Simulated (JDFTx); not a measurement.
# ZrC (Fm-3m) in JDFTx: a series of runs

Runs on ZrC. Level: PBE. Tasks: band structure.

Program: JDFTx 1.7.0 (patched build). These are calculated values, not measurements. Logs are shortened: lines on timing, memory, paths and dates and some standing lists are left out, and cuts for length are marked. The log counts tension as positive stress, the text compression.

**1. The crystal as given**

The structure is cubic, space group Fm-3m (No. 225). The conventional cell has a = 4.730 Å, b = 4.730 Å, c = 4.730 Å, α = 90.00°, β = 90.00°, γ = 90.00°. Zr (site symmetry m-3m) has 6 C at 2.37 Å as nearest neighbours. C (site symmetry m-3m) is surrounded by 6 Zr at 2.37 Å.

**2. Band structure, PBE**

Input file bands.in:

```
lattice \
    0.0000000000     4.4692022847     4.4692022847 \
    4.4692022847     0.0000000000     4.4692022847 \
    4.4692022847     4.4692022847     0.0000000000
coords-type Cartesian
ion Zr     4.4692022847     4.4692022847     4.4692022847 1
ion C      0.0000000000     0.0000000000     0.0000000000 1

ion-species pseudo/Zr.upf
ion-species pseudo/C.upf
elec-cutoff 41 328
elec-ex-corr gga-PBE
elec-smearing Fermi 0.0018374661
elec-n-bands 14
electronic-minimize nIterations 30 energyDiffThreshold 1e-06
davidson-band-ratio 1.3
forces-output-coords Cartesian
include path.kpoints
symmetries none
fix-electron-density run.$VAR

dump-name bands.$VAR
dump End Ecomponents EigStats BandEigs Kpoints Forces
```

Input file path.kpoints:

```
kpoint +0.0000000000 +0.0000000000 +0.0000000000 0.020000000000
kpoint +0.0714285714 +0.0000000000 +0.0714285714 0.020000000000
kpoint +0.1428571429 +0.0000000000 +0.1428571429 0.020000000000
kpoint +0.2142857143 +0.0000000000 +0.2142857143 0.020000000000
kpoint +0.2857142857 +0.0000000000 +0.2857142857 0.020000000000
kpoint +0.3571428571 +0.0000000000 +0.3571428571 0.020000000000
kpoint +0.4285714286 +0.0000000000 +0.4285714286 0.020000000000
kpoint +0.5000000000 +0.0000000000 +0.5000000000 0.020000000000
kpoint +0.5000000000 +0.0833333333 +0.5833333333 0.020000000000
kpoint +0.5000000000 +0.1666666667 +0.6666666667 0.020000000000
kpoint +0.5000000000 +0.2500000000 +0.7500000000 0.020000000000
kpoint +0.4375000000 +0.3125000000 +0.7500000000 0.020000000000
kpoint +0.3750000000 +0.3750000000 +0.7500000000 0.020000000000
kpoint +0.3281250000 +0.3281250000 +0.6562500000 0.020000000000
kpoint +0.2812500000 +0.2812500000 +0.5625000000 0.020000000000
kpoint +0.2343750000 +0.2343750000 +0.4687500000 0.020000000000
kpoint +0.1875000000 +0.1875000000 +0.3750000000 0.020000000000
kpoint +0.1406250000 +0.1406250000 +0.2812500000 0.020000000000
kpoint +0.0937500000 +0.0937500000 +0.1875000000 0.020000000000
kpoint +0.0468750000 +0.0468750000 +0.0937500000 0.020000000000
kpoint +0.0000000000 +0.0000000000 +0.0000000000 0.020000000000
kpoint +0.0833333333 +0.0833333333 +0.0833333333 0.020000000000
kpoint +0.1666666667 +0.1666666667 +0.1666666667 0.020000000000
kpoint +0.2500000000 +0.2500000000 +0.2500000000 0.020000000000
kpoint +0.3333333333 +0.3333333333 +0.3333333333 0.020000000000
kpoint +0.4166666667 +0.4166666667 +0.4166666667 0.020000000000
kpoint +0.5000000000 +0.5000000000 +0.5000000000 0.020000000000
kpoint +0.5250000000 +0.4500000000 +0.5250000000 0.020000000000
kpoint +0.5500000000 +0.4000000000 +0.5500000000 0.020000000000
kpoint +0.5750000000 +0.3500000000 +0.5750000000 0.020000000000
kpoint +0.6000000000 +0.3000000000 +0.6000000000 0.020000000000
kpoint +0.6250000000 +0.2500000000 +0.6250000000 0.020000000000
kpoint +0.5625000000 +0.2500000000 +0.6875000000 0.020000000000
kpoint +0.5000000000 +0.2500000000 +0.7500000000 0.020000000000
kpoint +0.5000000000 +0.2916666667 +0.7083333333 0.020000000000
kpoint +0.5000000000 +0.3333333333 +0.6666666667 0.020000000000
kpoint +0.5000000000 +0.3750000000 +0.6250000000 0.020000000000
kpoint +0.5000000000 +0.4166666667 +0.5833333333 0.020000000000
kpoint +0.5000000000 +0.4583333333 +0.5416666667 0.020000000000
kpoint +0.5000000000 +0.5000000000 +0.5000000000 0.020000000000
kpoint +0.4791666667 +0.4791666667 +0.5416666667 0.020000000000
kpoint +0.4583333333 +0.4583333333 +0.5833333333 0.020000000000
kpoint +0.4375000000 +0.4375000000 +0.6250000000 0.020000000000
kpoint +0.4166666667 +0.4166666667 +0.6666666667 0.020000000000
kpoint +0.3958333333 +0.3958333333 +0.7083333333 0.020000000000
kpoint +0.3750000000 +0.3750000000 +0.7500000000 0.020000000000
kpoint +0.6250000000 +0.2500000000 +0.6250000000 0.020000000000
kpoint +0.5833333333 +0.1666666667 +0.5833333333 0.020000000000
kpoint +0.5416666667 +0.0833333333 +0.5416666667 0.020000000000
kpoint +0.5000000000 +0.0000000000 +0.5000000000 0.020000000000
```

Potentials or basis: PseudoDojo-SR-PBE-0.4.1-standard with smoothed tails.

Started as:

```sh
$ jdftx -c 1 -i bands.in -o bands.out
```

The program printed:

```text
*************** JDFTx 1.7.0 (patched build) ***************

Input parsed successfully to the following command list (including defaults):
[... the input with its defaults ...]

---------- Initializing the Grid ----------
R =
[            0       4.4692       4.4692  ]
[       4.4692            0       4.4692  ]
[       4.4692       4.4692            0  ]
unit cell volume = 178.534
G =
[  -0.702943   0.702943   0.702943  ]
[   0.702943  -0.702943   0.702943  ]
[   0.702943   0.702943  -0.702943  ]
Minimum fftbox size, Smin = [  52  52  52  ]
Chosen fftbox size, S = [  54  54  54  ]

---------- Initializing tighter grid for wavefunction operations ----------
R =
[            0       4.4692       4.4692  ]
[       4.4692            0       4.4692  ]
[       4.4692       4.4692            0  ]
unit cell volume = 178.534
G =
[  -0.702943   0.702943   0.702943  ]
[   0.702943  -0.702943   0.702943  ]
[   0.702943   0.702943  -0.702943  ]
Minimum fftbox size, Smin = [  40  40  40  ]
Chosen fftbox size, S = [  40  40  40  ]

---------- Exchange Correlation functional ----------
Initalized PBE GGA exchange.
Initalized PBE GGA correlation.

---------- Setting up pseudopotentials ----------
Width of ionic core gaussian charges (only for fluid interactions / plotting) set to 0

Reading pseudopotential file 'pseudo/Zr.upf':
  'Zr' pseudopotential, 'PBE' functional
  Generated using ONCVPSP code by D. R. Hamann
  12 valence electrons, 4 orbitals, 6 projectors, 1001 radial grid points, with lMax = 2
    4S    l: 0   occupation:  2.0   eigenvalue: -2.003021
    4P    l: 1   occupation:  6.0   eigenvalue: -1.192945
    4D    l: 2   occupation:  2.0   eigenvalue: -0.132262
    5S    l: 0   occupation:  2.0   eigenvalue: -0.163149
  Core radius for overlap checks: 1.48 bohrs.

Reading pseudopotential file 'pseudo/C.upf':
  'C' pseudopotential, 'PBE' functional
  Generated using ONCVPSP code by D. R. Hamann
  4 valence electrons, 2 orbitals, 4 projectors, 1001 radial grid points, with lMax = 1
    2S    l: 0   occupation:  2.0   eigenvalue: -0.505335
    2P    l: 1   occupation:  2.0   eigenvalue: -0.194238
  Core radius for overlap checks: 1.21 bohrs.

Initialized 2 species with 2 total atoms.

Folded 50 k-points by 1x1x1 to 50 k-points.

---------- Setting up k-points, bands, fillings ----------
No reducable k-points.
Computing the number of bands and number of electrons
Calculating initial fillings.
nElectrons:  16.000000   nBands: 14   nStates: 50

----- Setting up reduced wavefunction bases (one per k-point) -----
average nbasis = 2238.340 , ideal nbasis = 2238.669

---------- Setting up ewald sum ----------
Optimum gaussian width for ewald sums = 2.029834 bohr.
Real space sum over 1331 unit cells with max indices [  5  5  5  ]
Reciprocal space sum over 2197 terms with max indices [  6  6  6  ]

---------- Allocating electronic variables ----------
Reading n from file 'run.n' ... done
Initializing wave functions:  linear combination of atomic orbitals

----------- Band structure minimization -------------
Minimization will be done independently for each quantum number.

---- Minimization of quantum number:     0  [ +0.0000000 +0.0000000 +0.0000000 ]  0.040000000 ----
BandDavidson: Iter:   0  Eband: +0.132858660748926
BandDavidson: Iter:   1  Eband: +0.127892132699139  dEband: -4.966528e-03
BandDavidson: Iter:   2  Eband: +0.127594551173062  dEband: -2.975815e-04
BandDavidson: Iter:   3  Eband: +0.127570517039216  dEband: -2.403413e-05
[... 605 lines of inner loops ...]
BandDavidson: Iter:   8  Eband: +0.143800824714856  dEband: -1.170722e-06
BandDavidson: Iter:   9  Eband: +0.143800444787323  dEband: -3.799275e-07
BandDavidson: Converged (dEband<1.000000e-06)
	FillingsUpdate:  mu: +0.550620793  nElectrons: 16.000000
WARNING: these k-points are no uniform mesh, so that mu and the fillings of partly filled bands are only those of these points: take mu from the calculation that made the density or potential.

Dumping 'bands.eigStats' ...
	eMin: -1.232117 at state 20 ( [ +0.000000 +0.000000 +0.000000 ] spin 0 )
	HOMO: +0.550335 at state 1 ( [ +0.071429 +0.000000 +0.071429 ] spin 0 )
	mu  : +0.550621
	LUMO: +0.552150 at state 2 ( [ +0.142857 +0.000000 +0.142857 ] spin 0 )
	eMax: +1.027682 at state 10 ( [ +0.500000 +0.250000 -0.250000 ] spin 0 )
	HOMO-LUMO gap: +0.001814
	Optical gap  : +0.018331 at state 2 ( [ +0.142857 +0.000000 +0.142857 ] spin 0 )
Done!
[note: mu, HOMO and LUMO in a band run belong to the points of the path alone and aren't those of the crystal]
```

It took 13 s on 1 thread of Intel Xeon Platinum 8488C (Sapphire Rapids), shared host; peak memory 0.09 GiB.

Results:

```yaml
Band_gap_along_the_path: none (metal or under the smearing width)
```

Levels at the corners of the path, in eV from the Fermi level:
| point | band 6 | band 7 | band 8 | band 9 | band 10 | band 11 |
| --- | --- | --- | --- | --- | --- | --- |
| Γ | 0.93 | 0.93 | 0.93 | 1.07 | 1.07 | 1.07 |
| X | -2.11 | -1.71 | 0.03 | 0.03 | 4.34 | 5.51 |
| W | -2.61 | -2.35 | -2.35 | 3.22 | 3.22 | 5.52 |
| K | -3.02 | -2.31 | -1.56 | 1.48 | 4.76 | 5.26 |
| Γ | 0.93 | 0.93 | 0.93 | 1.07 | 1.07 | 1.07 |
| L | -5.24 | -2.89 | -2.89 | 4.38 | 4.38 | 5.19 |
| U | -3.02 | -2.31 | -1.56 | 1.48 | 4.76 | 5.26 |
| W | -2.61 | -2.35 | -2.35 | 3.22 | 3.22 | 5.52 |
| L | -5.24 | -2.89 | -2.89 | 4.38 | 4.38 | 5.19 |
| K | -3.02 | -2.31 | -1.56 | 1.48 | 4.76 | 5.26 |
| U | -3.02 | -2.31 | -1.56 | 1.48 | 4.76 | 5.26 |
| X | -2.11 | -1.71 | 0.03 | 0.03 | 4.34 | 5.51 |

**3. Band structure, PBE, spin-orbit coupling, no magnetisation**

bands.in: that of step 2 with these lines changed.

```diff
@@ -13,3 +13,4 @@
 elec-smearing Fermi 0.0018374661
-elec-n-bands 14
+elec-n-bands 28
+spintype spin-orbit
 electronic-minimize nIterations 30 energyDiffThreshold 1e-06
```

path.kpoints is that of step 2.

Potentials or basis: PseudoDojo-FR-PBE-0.4-standard with smoothed tails.

Started as:

```sh
$ jdftx -c 1 -i bands.in -o bands.out
```

The program printed:

```text
*************** JDFTx 1.7.0 (patched build) ***************

Input parsed successfully to the following command list (including defaults):
[... the input with its defaults ...]

---------- Initializing the Grid ----------
R =
[            0       4.4692       4.4692  ]
[       4.4692            0       4.4692  ]
[       4.4692       4.4692            0  ]
unit cell volume = 178.534
G =
[  -0.702943   0.702943   0.702943  ]
[   0.702943  -0.702943   0.702943  ]
[   0.702943   0.702943  -0.702943  ]
Minimum fftbox size, Smin = [  52  52  52  ]
Chosen fftbox size, S = [  54  54  54  ]

---------- Initializing tighter grid for wavefunction operations ----------
R =
[            0       4.4692       4.4692  ]
[       4.4692            0       4.4692  ]
[       4.4692       4.4692            0  ]
unit cell volume = 178.534
G =
[  -0.702943   0.702943   0.702943  ]
[   0.702943  -0.702943   0.702943  ]
[   0.702943   0.702943  -0.702943  ]
Minimum fftbox size, Smin = [  40  40  40  ]
Chosen fftbox size, S = [  40  40  40  ]

---------- Exchange Correlation functional ----------
Initalized PBE GGA exchange.
Initalized PBE GGA correlation.

---------- Setting up pseudopotentials ----------
Width of ionic core gaussian charges (only for fluid interactions / plotting) set to 0

Reading pseudopotential file 'pseudo/Zr.upf':
  'Zr' pseudopotential, 'PBE' functional
  Generated using ONCVPSP code by D. R. Hamann
  12 valence electrons, 6 orbitals, 10 projectors, 1001 radial grid points, with lMax = 2
    4S    l: 0   occupation:  2.0   eigenvalue: -2.002121
    4P    l: 1   occupation:  4.0   eigenvalue: -1.171746
    4P    l: 1   occupation:  2.0   eigenvalue: -1.236923
    4D    l: 2   occupation:  1.2   eigenvalue: -0.130396
    4D    l: 2   occupation:  0.8   eigenvalue: -0.135134
    5S    l: 0   occupation:  2.0   eigenvalue: -0.163131
  Core radius for overlap checks: 1.48 bohrs.

Reading pseudopotential file 'pseudo/C.upf':
  'C' pseudopotential, 'PBE' functional
  Generated using ONCVPSP code by D. R. Hamann
  4 valence electrons, 3 orbitals, 6 projectors, 1001 radial grid points, with lMax = 1
    2S    l: 0   occupation:  2.0   eigenvalue: -0.505326
    2P    l: 1   occupation:  1.3   eigenvalue: -0.194125
    2P    l: 1   occupation:  0.7   eigenvalue: -0.194446
  Core radius for overlap checks: 1.21 bohrs.

Initialized 2 species with 2 total atoms.

Folded 50 k-points by 1x1x1 to 50 k-points.

---------- Setting up k-points, bands, fillings ----------
No reducable k-points.
Computing the number of bands and number of electrons
Calculating initial fillings.
nElectrons:  16.000000   nBands: 28   nStates: 50

----- Setting up reduced wavefunction bases (one per k-point) -----
average nbasis = 2238.340 , ideal nbasis = 2238.669

---------- Setting up ewald sum ----------
Optimum gaussian width for ewald sums = 2.029834 bohr.
Real space sum over 1331 unit cells with max indices [  5  5  5  ]
Reciprocal space sum over 2197 terms with max indices [  6  6  6  ]

---------- Allocating electronic variables ----------
Reading n from file 'run.n' ... done
Initializing wave functions:  linear combination of atomic orbitals

----------- Band structure minimization -------------
Minimization will be done independently for each quantum number.

---- Minimization of quantum number:     0  [ +0.0000000 +0.0000000 +0.0000000 ]  0.020000000 ----
BandDavidson: Iter:   0  Eband: +0.133032360871012
BandDavidson: Iter:   1  Eband: +0.127978226049516  dEband: -5.054135e-03
BandDavidson: Iter:   2  Eband: +0.127679107308407  dEband: -2.991187e-04
BandDavidson: Iter:   3  Eband: +0.127654668363841  dEband: -2.443894e-05
[... 620 lines of inner loops ...]
BandDavidson: Iter:   7  Eband: +0.143900764908115  dEband: -1.552900e-06
BandDavidson: Iter:   8  Eband: +0.143900250220274  dEband: -5.146878e-07
BandDavidson: Converged (dEband<1.000000e-06)
	FillingsUpdate:  mu: +0.550785848  nElectrons: 16.000000
WARNING: these k-points are no uniform mesh, so that mu and the fillings of partly filled bands are only those of these points: take mu from the calculation that made the density or potential.

Dumping 'bands.eigStats' ...
	eMin: -1.230946 at state 20 ( [ +0.000000 +0.000000 +0.000000 ] spin 0 )
	HOMO: +0.549534 at state 1 ( [ +0.071429 +0.000000 +0.071429 ] spin 0 )
	mu  : +0.550786
	LUMO: +0.551337 at state 1 ( [ +0.071429 +0.000000 +0.071429 ] spin 0 )
	eMax: +1.026889 at state 10 ( [ +0.500000 +0.250000 -0.250000 ] spin 0 )
	HOMO-LUMO gap: +0.001803
	Optical gap  : +0.001803 at state 1 ( [ +0.071429 +0.000000 +0.071429 ] spin 0 )
Done!
[note: mu, HOMO and LUMO in a band run belong to the points of the path alone and aren't those of the crystal]
```

Wall time 44 s (1 thread of Intel Xeon Platinum 8488C (Sapphire Rapids), shared host); peak memory 0.17 GiB.

Results:

```
Band gap along the path : none (metal or under the smearing width)
```

Levels at the corners of the path, in eV from the Fermi level:
| point | band 13 | band 14 | band 15 | band 16 | band 17 | band 18 | band 19 | band 20 |
| --- | --- | --- | --- | --- | --- | --- | --- | --- |
| Γ | 0.94 | 0.94 | 0.94 | 0.94 | 1.05 | 1.05 | 1.05 | 1.05 |
| X | -1.71 | -1.71 | -0.03 | -0.03 | 0.09 | 0.09 | 4.34 | 4.34 |
| W | -2.42 | -2.42 | -2.28 | -2.28 | 3.21 | 3.21 | 3.23 | 3.23 |
| K | -2.31 | -2.31 | -1.56 | -1.56 | 1.48 | 1.48 | 4.76 | 4.76 |
| Γ | 0.94 | 0.94 | 0.94 | 0.94 | 1.05 | 1.05 | 1.05 | 1.05 |
| L | -2.90 | -2.90 | -2.88 | -2.88 | 4.38 | 4.38 | 4.39 | 4.39 |
| U | -2.31 | -2.31 | -1.56 | -1.56 | 1.48 | 1.48 | 4.76 | 4.76 |
| W | -2.42 | -2.42 | -2.28 | -2.28 | 3.21 | 3.21 | 3.23 | 3.23 |
| L | -2.90 | -2.90 | -2.88 | -2.88 | 4.38 | 4.38 | 4.39 | 4.39 |
| K | -2.31 | -2.31 | -1.56 | -1.56 | 1.48 | 1.48 | 4.76 | 4.76 |
| U | -2.31 | -2.31 | -1.56 | -1.56 | 1.48 | 1.48 | 4.76 | 4.76 |
| X | -1.71 | -1.71 | -0.03 | -0.03 | 0.09 | 0.09 | 4.34 | 4.34 |
